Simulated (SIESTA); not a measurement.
Runs of SIESTA 5.4.2 on TiC. The structure is cubic, space group Fm-3m (No. 225). The conventional cell has a = 4.331 Å, b = 4.331 Å, c = 4.331 Å, α = 90.00°, β = 90.00°, γ = 90.00°. Ti (site symmetry m-3m) is surrounded by 6 C at 2.17 Å. Around C (site symmetry m-3m) lie 6 Ti at 2.17 Å. The cell is a database's computed one.

| task | level | potentials or basis | cell | gap on the mesh (eV) | pressure (GPa) |
| --- | --- | --- | --- | --- | --- |
| band structure | PBEsol | PseudoDojo 0.4 standard (PBEsol files), TZDP (energy shift 0.003 Ry; two zetas on semicore shells) | as given | none | (a) |
| single point | PBE | PseudoDojo 0.4 standard (PBE files), DZP (energy shift 0.003 Ry; two zetas on semicore shells) | atoms moved at random, drawn with an rms of 0.05 Å | none | 1.8 |
| band structure | PBEsol | PseudoDojo 0.4 standard (PBEsol files), SZ (energy shift 0.003 Ry) | as given | none | -9.7 |
| band structure | PBEsol | PseudoDojo 0.4 standard (PBEsol files), TZP (energy shift 0.003 Ry; two zetas on semicore shells) | as given | none | -5.9 |

Alike in all rows: no spin polarisation; k mesh 11 × 11 × 11; smearing fermi-dirac 0.05 eV; grid cutoff 800 Ry; energy shift 0.003 Ry.

Question: Fill in the values left out.

Answer: (a) -5.4.

Caveats: the basis of atomic orbitals isn't converged, which shifts pressures, moduli and gaps; the basis has no polarisation orbitals (some runs).

A gap of «none» marks a metal or a gap under the smearing width.
